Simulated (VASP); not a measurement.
Computed with PBE GGA, VASP's PBE PAW potentials (set 64) (plane waves; VASP).

The input files of a VASP run:

INCAR:
```
LMAXMIX = 4   # l cut-off of mixed one-centre charges
ISIF = 2   # forces and stress, cell fixed
LREAL = F   # projection in real space or not
PREC = Accurate
ENCUT = 240   # plane-wave cut-off (eV)
ALGO = Normal
NELM = 100   # most electronic steps
GGA = PE
SIGMA = 0.1
ISMEAR = 1
LWAVE = F
LASPH = T
SYSTEM = InN
EDIFF = 1E-6
LCHARG = F
```

File POSCAR:
```
InN
1
    3.6568460000     0.0000000000     0.0000000000
   -1.8284230000     3.1669210000     0.0000000000
    0.0000000000     0.0000000000    11.9715770000
In N
4 4
Direct
  0.0000000000   0.0000000000   0.0000000000
  0.0000000000   0.0000000000   0.5000000000
  0.6666670000   0.3333330000   0.7501800000
  0.3333330000   0.6666670000   0.2501800000
  0.0000000000   0.0000000000   0.8121600000
  0.0000000000   0.0000000000   0.3121600000
  0.6666670000   0.3333330000   0.5632900000
  0.3333330000   0.6666670000   0.0632900000
```

File KPOINTS:
```
kpoints
0
Gamma
 11 11 3
0 0 0
```

POTCAR, in this order: In_d N (PBE.64 set). Program: vasp_std.

Output

**OUTCAR**
```
 ion  position               nearest neighbor table
   1  0.000  0.000  0.000-   8 2.24   8 2.24   8 2.24   5 2.25   3 3.66   3 3.66   3 3.66   4 3.66
                             4 3.66   4 3.66
   2  0.000  0.000  0.500-   7 2.24   7 2.24   7 2.24   6 2.25   4 3.66   4 3.66   4 3.66   3 3.66
                             3 3.66   3 3.66
   3  0.667  0.333  0.750-   7 2.24   5 2.24   5 2.24   5 2.24   1 3.66   1 3.66   1 3.66   2 3.66
                             2 3.66   2 3.66
   4  0.333  0.667  0.250-   8 2.24   6 2.24   6 2.24   6 2.24   2 3.66   2 3.66   2 3.66   1 3.66
                             1 3.66   1 3.66
   5  0.000  0.000  0.812-   3 2.24   3 2.24   3 2.24   1 2.25
   6  0.000  0.000  0.312-   4 2.24   4 2.24   4 2.24   2 2.25
   7  0.667  0.333  0.563-   3 2.24   2 2.24   2 2.24   2 2.24
   8  0.333  0.667  0.063-   4 2.24   1 2.24   1 2.24   1 2.24
  LATTYP: Found a hexagonal cell.
 ALAT       =     3.6568460000
 C/A-ratio  =     3.2737438219
 Subroutine PRICEL returns:
 Original cell was already a primitive cell.
 Subroutine GETGRP returns: Found 12 space group operations
The static configuration has the point symmetry C_3v.
 The point group associated with its full space group is C_6v.
The dynamic configuration has the point symmetry C_3v.
 Subroutine INISYM returns: Found 12 space group operations
 Subroutine IBZKPT returns following result:
 Found     32 irreducible k-points:

 Following reciprocal coordinates:
            Coordinates               Weight
  0.000000  0.000000  0.000000      1.000000
  0.090909  0.000000  0.000000      6.000000
  0.181818  0.000000  0.000000      6.000000
  0.272727  0.000000  0.000000      6.000000
  0.363636  0.000000  0.000000      6.000000
  0.454545  0.000000  0.000000      6.000000
  0.090909  0.090909  0.000000      6.000000
  0.181818  0.090909  0.000000     12.000000
  0.272727  0.090909  0.000000     12.000000
  0.363636  0.090909  0.000000     12.000000
  0.454545  0.090909  0.000000      6.000000
  0.181818  0.181818  0.000000      6.000000
...
```

OSZICAR:
```
       N       E                     dE             d eps       ncg     rms          rms(c)
DAV:   1     0.604966967807E+03    0.60497E+03   -0.22361E+04  2768   0.127E+03
DAV:   2     0.343201816073E+02   -0.57065E+03   -0.55705E+03  2961   0.392E+02
DAV:   3    -0.455834718457E+02   -0.79904E+02   -0.78381E+02  3359   0.162E+02
DAV:   4    -0.486864830279E+02   -0.31030E+01   -0.30801E+01  3304   0.336E+01
DAV:   5    -0.487889870663E+02   -0.10250E+00   -0.10232E+00  3898   0.519E+00    0.154E+01
DAV:   6    -0.432531668554E+02    0.55358E+01   -0.23535E+01  4244   0.389E+01    0.115E+01
DAV:   7    -0.432749176638E+02   -0.21751E-01   -0.24089E+00  3000   0.783E+00    0.513E+00
DAV:   8    -0.431959823105E+02    0.78935E-01   -0.29225E-01  4189   0.341E+00    0.255E+00
DAV:   9    -0.431687290687E+02    0.27253E-01   -0.78964E-02  4125   0.279E+00    0.516E-01
DAV:  10    -0.431677714514E+02    0.95762E-03   -0.19524E-02  3649   0.133E+00    0.100E-01
DAV:  11    -0.431683871483E+02   -0.61570E-03   -0.32411E-03  3071   0.325E-01    0.169E-01
DAV:  12    -0.431684191196E+02   -0.31971E-04   -0.21709E-04  3590   0.793E-02    0.717E-02
DAV:  13    -0.431683629378E+02    0.56182E-04   -0.32887E-04  4493   0.128E-01    0.274E-02
DAV:  14    -0.431683677073E+02   -0.47695E-05   -0.40814E-05  3047   0.303E-02    0.149E-02
DAV:  15    -0.431683666835E+02    0.10237E-05   -0.19336E-06  2282   0.949E-03    0.975E-03
DAV:  16    -0.431683670486E+02   -0.36506E-06   -0.48656E-06  2685   0.166E-02
   1 F= -.43168367E+02 E0= -.43168566E+02  d E =0.598258E-03
```

File OUTCAR:
```
------------------------ aborting loop because EDIFF is reached ----------------------------------------
  FORCE on cell =-STRESS in cart. coord.  units (eV):
  Direction    XX          YY          ZZ          XY          YZ          ZX
  --------------------------------------------------------------------------------------
  Total      -29.4619784    -29.4619684    -29.9200683      0.0000000     -0.0000000      0.0000000
  in kB     -340.4687249   -340.4686102   -345.7625066      0.0000000     -0.0000000      0.0000000
  external PRESSURE =    -342.2332805 kB  Pullay stress =       0.0000000 kB
  volume of cell :      138.64
      direct lattice vectors                 reciprocal lattice vectors
     3.656846000  0.000000000  0.000000000     0.273459697  0.157882056  0.000000000
    -1.828423000  3.166921000  0.000000000     0.000000000  0.315764113  0.000000000
     0.000000000  0.000000000 11.971577000     0.000000000  0.000000000  0.083531184
 POSITION                                       TOTAL-FORCE (eV/Angst)
 -----------------------------------------------------------------------------------
      0.00000      0.00000      0.00000        -0.000000      0.000000      0.092985
      0.00000      0.00000      5.98579        -0.000000     -0.000000      0.092985
      1.82842      1.05564      8.98084         0.000000     -0.000000     -0.012114
     -0.00000      2.11128      2.99505        -0.000000      0.000000     -0.012114
      0.00000      0.00000      9.72284        -0.000000      0.000000      0.041313
      0.00000      0.00000      3.73705        -0.000000      0.000000      0.041313
      1.82842      1.05564      6.74347         0.000000     -0.000000     -0.122184
     -0.00000      2.11128      0.75768        -0.000000      0.000000     -0.122184
 -----------------------------------------------------------------------------------
    total drift:                                0.000005      0.000009     -0.000333
  FREE ENERGIE OF THE ION-ELECTRON SYSTEM (eV)
  ---------------------------------------------------
  free  energy   TOTEN  =       -43.1683670486 eV

  energy  without entropy=      -43.1689653066  energy(sigma->0) =      -43.16856647
```
(Selected blocks of OUTCAR.)

At this cut-off the stress carries a Pulay error, which pulls relaxed volumes low.

The structure was generated: InN was put into an ordered model structure, which need not be its known phase. The cell was not relaxed at this level, and its volume differs by +9.3 % from the start's. The run is one of a series of settings (ENCUT = 240 against the base run), some of them coarse on purpose.
